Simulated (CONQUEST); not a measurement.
**Sn under changes of volume**

One of the cells (27.650 Å³/atom); the others are scaled copies at fixed shape and fractional positions:

```
Sn
1.0
     3.19860    0.00000    0.00000
     0.00000    5.88028    0.00000
     0.00000    0.00000    5.88028
Sn
4
Direct
  0.00000 0.00000 0.00000
  0.50000 0.50000 0.50000
  0.25000 0.00000 0.50000
  0.75000 0.50000 0.00000
```

| Property | Result |
| --- | --- |
| Program | CONQUEST 1.3 |
| Functional | PBEsol |
| Potentials or basis | PseudoDojo NC PBEsol, DZP, grid of 32 × 60 × 60 points |
| k mesh | 8 × 5 × 5 |
| Occupations | fermi-dirac, width 0.05 eV |
| Spin | no spin polarisation |

```tsv
volume (Å³/atom)	energy over the lowest point (meV/atom)	pressure (GPa)
25.991	9.61	2.8
26.544	2.49	1.3
27.097	0.00	-0.1
27.650	1.67	-1.0
28.203	6.81	-2.0
28.756	?	?
29.309	26.81	-3.6
```

Q: What does the run at 28.756 Å³/atom give?

A: Energy over the lowest point 15.42 meV/atom; pressure -2.9 GPa.

Worked out: A Birch-Murnaghan fit of order 3 (a polynomial in V^(-2/3)) to the other rows has its minimum at 27.15 Å³/atom with B0 = V·E''(V) = 58 GPa and B' = 4.6 at fixed shape and positions, which overstates the stiffness. It gives 15.37 meV/atom at 28.756 Å³/atom, against the run's 15.42, and -dE/dV = -2.9 GPa, against -2.9.

Energies are extrapolated to zero smearing.

Caveats: the basis of atomic orbitals isn't converged, which shifts pressures, moduli and gaps.
